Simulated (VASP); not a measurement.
# C: relaxed cell and band gap, by functional and dispersion

C, P6_3/mmc (no. 194), 4 atoms in the cell.

| Functional | Dispersion | Volume (Å³/atom) | Change from the starting volume (fraction) | Gap, path and mesh (eV) | Dispersion term (eV/cell) | Time (s) |
|---|---|---|---|---|---|---|
| PBE | D4 without three-body term | 8.50 | -0.034 | 0.00 | -0.798 | 24 |
| SCAN | MBD-FI | 8.68 | -0.013 | 0.00 | -0.255 | 366 |
| rev-vdW-DF2 | in the functional | 8.61 | -0.022 | 0.00 | – | 166 |
| TPSS | D4 | 8.13 | -0.076 | 0.00 | -1.016 | 168 |

Limits: A zero gap at this level doesn't show that the crystal is a metal.

## Input of the first row

INCAR.step1:
```
PREC = Accurate ; ENCUT = 600
EDIFF = 1E-7 ; ISMEAR = 0
SIGMA = 0.02 ; LREAL = False
LASPH = True ; GGA_COMPAT = False
ALGO = Normal ; NELM = 150
ISIF = 3 ; LWAVE = False
LCHARG = False ; GGA = PE
IVDW = 13 ; VDW_S9 = 0.0
IBRION = 2 ; EDIFFG = -0.002
NSW = 60 ; KPAR = 4
```

INCAR.step2, as INCAR.step1 but for:
```
- NSW = 60
+ NSW = 40
```

INCAR.step3, as INCAR.step2 but for:
```
- ISIF = 3
- IBRION = 2
- EDIFFG = -0.002
- NSW = 40
+ ISIF = 2
+ NBANDS = 16
```

KPOINTS:
```
k-points
0
Gamma
  8 8 3
```

KPOINTS_OPT:
```
path GMKGALHA,LM,KH
8
line-mode
reciprocal
 0.0000000000  0.0000000000  0.0000000000  G
 0.5000000000  0.0000000000  0.0000000000  M

 0.5000000000  0.0000000000  0.0000000000  M
 0.3333333333  0.3333333333  0.0000000000  K

 0.3333333333  0.3333333333  0.0000000000  K
 0.0000000000  0.0000000000  0.0000000000  G

 0.0000000000  0.0000000000  0.0000000000  G
 0.0000000000  0.0000000000  0.5000000000  A

 0.0000000000  0.0000000000  0.5000000000  A
 0.5000000000  0.0000000000  0.5000000000  L

 0.5000000000  0.0000000000  0.5000000000  L
 0.3333333333  0.3333333333  0.5000000000  H

 0.3333333333  0.3333333333  0.5000000000  H
 0.0000000000  0.0000000000  0.5000000000  A

 0.5000000000  0.0000000000  0.5000000000  L
 0.5000000000  0.0000000000  0.0000000000  M

 0.3333333333  0.3333333333  0.0000000000  K
 0.3333333333  0.3333333333  0.5000000000  H
```

POSCAR.step1:
```
C
1.0
    2.4610000000      0.0000000000      0.0000000000
   -1.2305000000      2.1312885187      0.0000000000
    0.0000000000      0.0000000000      6.7080000000
C
4
Direct
    0.0000000000      0.0000000000      0.2500000000
    0.0000000000      0.0000000000      0.7500000000
    0.3333333333      0.6666666667      0.2500000000
    0.6666666667      0.3333333333      0.7500000000
```

Commands (each step's output is kept before the next begins):
```
cat potpaw_PBE.64/C/POTCAR > POTCAR
cp INCAR.step1 INCAR
cp POSCAR.step1 POSCAR
mpirun -np 4 vasp_std > vasp.out
cp CONTCAR POSCAR
rm WAVECAR CHG
cp INCAR.step2 INCAR
mpirun -np 4 vasp_std > vasp.out
cp CONTCAR POSCAR
rm WAVECAR CHG
cp INCAR.step3 INCAR
mpirun -np 4 vasp_std > vasp.out
```

Changes of row 3 against the first:
```
(all steps)
- GGA = PE
- IVDW = 13
- VDW_S9 = 0.0
+ GGA = MK
+ PARAM1 = 0.1234568
+ PARAM2 = 0.7114
+ ZAB_VDW = -1.8867
+ LUSE_VDW = True
+ AGGAC = 0.0
```

VASP 6.6.1 took 24 s on 4 cores (AMD EPYC 9R45 (Zen 5)), a shared host.
